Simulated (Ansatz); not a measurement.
Crystal: HfC.

```
CELL_PARAMETERS angstrom
3.34287 0.00000 0.00000
-1.67143 2.89501 0.00000
0.00000 0.00000 5.20271
ATOMIC_POSITIONS crystal
Hf 0.33333 0.66667 0.25000
Hf 0.66667 0.33333 0.75000
C 0.00000 0.00000 0.50000
C 0.00000 0.00000 0.00000
```

The cell comes from a database or a generator and needn't be the stable form of this composition.

Below is the output of Ansatz 0.2.0 for this cell. Logs are shortened: lines on timing, memory, paths and dates and some standing lists are left out, and cuts for length are marked.

```text
Warning: RAYON_NUM_THREADS=2 ignored (pool sized by the plan → 2); use --threads N
Engine: ansatz 0.2.0, aarch64-unknown-linux-gnu
Pseudopotentials: kind: paw
Pseudopotential: Hf, paw, valence charge 26, recommended cutoff 420 eV (normal), Hf.paw.azcp
Pseudopotential: C, paw, valence charge 4, recommended cutoff 420 eV (normal), C.paw.azcp
Functional definition: PBEsol
  exchange = pbesol_x
  correlation = pbesol_c
Crystal: 4 atoms, lattice volume = 50.350 Å³
Basis set: ecut = 420 eV, 977 PW (Γ), exchange–correlation on 48×48×72 points (8 copies of the dense FFT grid, shifted against one another)
Bands: 36, of which v1, the nominal top of the filled ones, is band 30 counted from 1 (29 counted from 0)
Symmetry: 24 space group operations
Space group: P63/mmc (ITA 194), of the structure as read, at distance tolerance 3.7e-5 Å
k-points: 36 of 405
Non-local potential: Hf, projectors of the file, l = 0: 3, l = 1: 2, l = 2: 2, l = 3: 3
Non-local potential: C, projectors of the file, l = 0: 2, l = 1: 2, l = 2: 1
PAW form: soft (Blöchl's): semilocal exchange-correlation on the pseudo side does not see the compensation charge
PAW frozen core: Hf, regenerated for the run's functional, and the local potential with it (the file was generated under x = pbe(κ = 0.804, μ = 0.2195149727645171), c = pbe(β = 0.06672455060314922))
PAW frozen core: C, regenerated for the run's functional, and the local potential with it (the file was generated under x = pbe(κ = 0.804, μ = 0.2195149727645171), c = pbe(β = 0.06672455060314922))
PAW one-centre angular grid: Hf, 590 points (default); XC on 64 Gauss nodes
PAW one-centre angular grid: C, 110 points (default); XC on 64 Gauss nodes
Initial density: superposition of atomic densities (neutral atoms: chi_scale 0, normalization atom), corrected by the library's trained network
Initial wavefunctions: pseudopotential atomic-orbital guess
Functional: x = pbesol(κ = 0.804, μ = 0.12345679012345678), c = pbesol(β = 0.046)
SCF iter   1: F=—  HF=-31692.646833 eV  |F-HF|=—  |Δ(HF+E_count)|=         —  Δρ=1.47e-2  dr2=1.34e-1  ethr=1.77e-3  ⟨swp⟩=4.4  Hψ=4017  notcnv=0  defer=3
preconditioner: auto → Kerker (q_TF=auto, 2.809 Å⁻¹)  [metal: Δε(μ)=0.027 eV  Ē_g=17.280 eV  σ=0.050 eV  W_gap=0.13  n_scr=22 (ndim 8)  ℏωp=39.2 eV  f_vac=0.000  D(μ)=0.73/eV (n_scr^D=2)]
SCF iter   2: F=—  HF=-31692.619602 eV  |F-HF|=—  |Δ(HF+E_count)|=   2.72e-2  Δρ=5.46e-3  dr2=1.42e-2  ethr=2.24e-4  ⟨swp⟩=2.0  Hψ=1777  notcnv=0  defer=35
SCF iter   3: F=—  HF=-31692.617249 eV  |F-HF|=—  |Δ(HF+E_count)|=   2.35e-3  Δρ=1.68e-3  dr2=7.21e-4  ethr=2.36e-5  ⟨swp⟩=2.0  Hψ=2061  notcnv=0  defer=35
SCF iter   4: F=—  HF=-31692.616873 eV  |F-HF|=—  |Δ(HF+E_count)|=   3.77e-4  Δρ=1.06e-3  dr2=2.66e-4  ethr=1.20e-6  ⟨swp⟩=2.1  Hψ=2338  notcnv=0  defer=35
SCF iter   5: F=—  HF=-31692.616885 eV  |F-HF|=—  |Δ(HF+E_count)|=   1.24e-5  Δρ=1.83e-4  dr2=1.63e-5  ethr=4.43e-7  ⟨swp⟩=2.0  Hψ=2299  notcnv=0  defer=35
SCF iter   6: F=—  HF=-31692.616904 eV  |F-HF|=—  |Δ(HF+E_count)|=   1.87e-5  Δρ=4.69e-5  dr2=9.37e-7  ethr=2.71e-8  ⟨swp⟩=2.0  Hψ=2339  notcnv=0  defer=35
SCF iter   7: F=—  HF=-31692.616904 eV  |F-HF|=—  |Δ(HF+E_count)|=   1.45e-7  Δρ=1.16e-5  dr2=7.85e-8  ethr=1.67e-10  ⟨swp⟩=10.7  Hψ=7003  notcnv=0
SCF iter   8: F=-31692.616904 eV  HF=-31692.616904 eV  |F-HF|=6.96e-9  |Δ(HF+E_count)|=   1.43e-7  Δρ=3.86e-6  dr2=7.83e-9  ethr=1.31e-10  ⟨swp⟩=5.8  Hψ=5571  notcnv=0
SCF 1 converged in 8 iterations: F = -31692.616904 eV  dr2 = 7.83e-9
  greatest PAW one-centre occupation: 0.998 electrons in one spin orbital (limit 2), on the Hf atom at site 1 (counted from 0), in its partial waves of l = 3
SCF converged after 8 iterations
Free energy (F): -31692.616904 eV
Harris-Foulkes:  -31692.616904 eV  (|F-HF|=6.96e-9)
Internal energy: -31692.611996 eV  (E = F + TS)
E sigma→0 (E₀):  -31692.614450 eV
Entropy (-TS):   -0.004907 eV (-1.227 meV/atom)
Fermi energy:    20.355718 eV
--- Per-component energies (eV) ---
  E_band       = 218.842311
  E_kinetic    = 1021.751298
  E_local      = -10004.310857  (includes V_loc(G=0)·N_el)
  E_nonlocal   = -2422.777767
  E_hartree    = 4724.912857
  E_xc         = -692.018627
  E_vxc        = -652.403777  (∫ρ·V_xc dr)
  E_paw        = -13804.316030  (= ΣΔE_a)
  E_vpaw       = 2826.750044  (= ΣTr[D̂ρ^β])
  E_aug_tail   = 0.000010  (compensation charges beyond the density's cutoff)
  E_ewald      = -10518.397263
  E_core_change = 2.544384  (= ΣΔE_core)
  E_smearing   = -0.004907  (= −TS)
  E_closure    = 0.000000  (closes the sum)
  Σ components = -31692.616904   (vs F -31692.616904, Δ=0.00e0)
--- Forces (eV/Å), atoms counted from 1 ---
  atom   1  Hf    -0.00000000     0.00000000     0.00000000
  atom   2  Hf     0.00000000    -0.00000000    -0.00000000
  atom   3  C     -0.00000000    -0.00000000     0.00000000
  atom   4  C      0.00000000     0.00000000    -0.00000000
  max |Σ_I F_I| component: 3.70e-17 eV/Å
--- Stress (GPa, compression-positive) ---
       -8.398341       0.000000      -0.000000
        0.000000      -8.398341      -0.000000
       -0.000000      -0.000000      -5.301786
  P = ⅓ Tr σ = -7.3662 GPa (-73.662 kbar)
--- Band table (eV; the first three rows and the last of 36) ---
  k-point 0: bands = ["-41.0265", "-40.9770", "-10.1839", "-9.6107", "-9.6107", "-9.5205", "-9.5205", "-9.4371", "7.3645", "8.9902", "9.0007", "9.0044", "9.0116", "9.0116", "9.0487", "9.0487", "9.0555", "9.0555", "9.0670", "9.0741", "9.0741", "9.0765", "9.0800", "11.9064", "13.5163", "17.2864", "17.2864", "19.2449", "19.2449", "21.3856", "21.7975", "21.7975", "22.2696", "22.2696", "22.7339", "23.8550"]
  k-point 1: bands = ["-41.0218", "-40.9817", "-10.1172", "-9.6022", "-9.6022", "-9.5291", "-9.5291", "-9.5135", "7.6159", "8.9522", "9.0093", "9.0094", "9.0094", "9.0187", "9.0408", "9.0408", "9.0581", "9.0581", "9.0768", "9.0796", "9.0800", "9.0829", "9.0829", "10.9580", "14.6142", "17.3297", "17.3297", "18.7392", "18.7392", "20.2731", "22.6095", "22.6095", "22.6992", "22.6992", "22.9955", "24.0825"]
  k-point 2: bands = ["-41.0095", "-40.9941", "-9.9383", "-9.7080", "-9.5796", "-9.5796", "-9.5518", "-9.5518", "8.2822", "8.8344", "9.0111", "9.0111", "9.0209", "9.0222", "9.0222", "9.0266", "9.0749", "9.0749", "9.0777", "9.0787", "9.0853", "9.0853", "9.1622", "9.7344", "16.3774", "17.5357", "17.5357", "18.0133", "18.0133", "18.3226", "23.8165", "23.8165", "23.8771", "24.0730", "24.0730", "24.5601"]
  k-point 35: bands = ["-40.9769", "-40.9769", "-10.0060", "-10.0060", "-9.9555", "-9.8680", "-9.5659", "-9.5659", "8.9302", "8.9699", "9.0198", "9.0198", "9.0418", "9.0418", "9.0440", "9.0519", "9.0561", "9.0561", "9.0572", "9.0572", "9.0627", "9.0627", "10.3894", "10.6164", "15.2638", "15.2638", "17.3226", "17.8655", "17.8655", "18.7094", "22.1478", "22.1478", "23.8729", "23.8729", "27.1863", "27.4327"]
```

Write the input and the command behind it.

Single point with PBEsol, no spin polarisation. The files as run (others can give the same):

input.yaml
```yaml
crystal:
  lattice:
    - [3.3428660531, 0.0, 0.0]
    - [-1.6714330265, 2.8950069234, 0.0]
    - [0.0, 0.0, 5.202714]
  atoms:
    - { symbol: Hf, position: [0.3333333333, 0.6666666667, 0.25] }
    - { symbol: Hf, position: [0.6666666667, 0.3333333333, 0.75] }
    - { symbol: C, position: [0.0, 0.0, 0.5] }
    - { symbol: C, position: [0.0, 0.0, 0.0] }
hamiltonian:
  xc: pbesol
  pseudopotentials: { kind: paw }
kpoints:
  mp_grid: { grid: [9, 9, 5] }
scf:
  occupations: { method: fermi_dirac, width: 0.05 }
output:
  forces: true
  stress: true
  eigenvalues: true
```

Potentials or basis: Ansatz PAW.
Command:
```bash
$ ansatz run input.yaml --threads 2 --pin off --max-ram 5632MiB --backend cpu --events-out ev --progress --plain --runs-dir out
```

Caveat: the PAW data sets come from PBE, with cores solved anew for the run's functional, which leaves a small shift of forces and pressure.
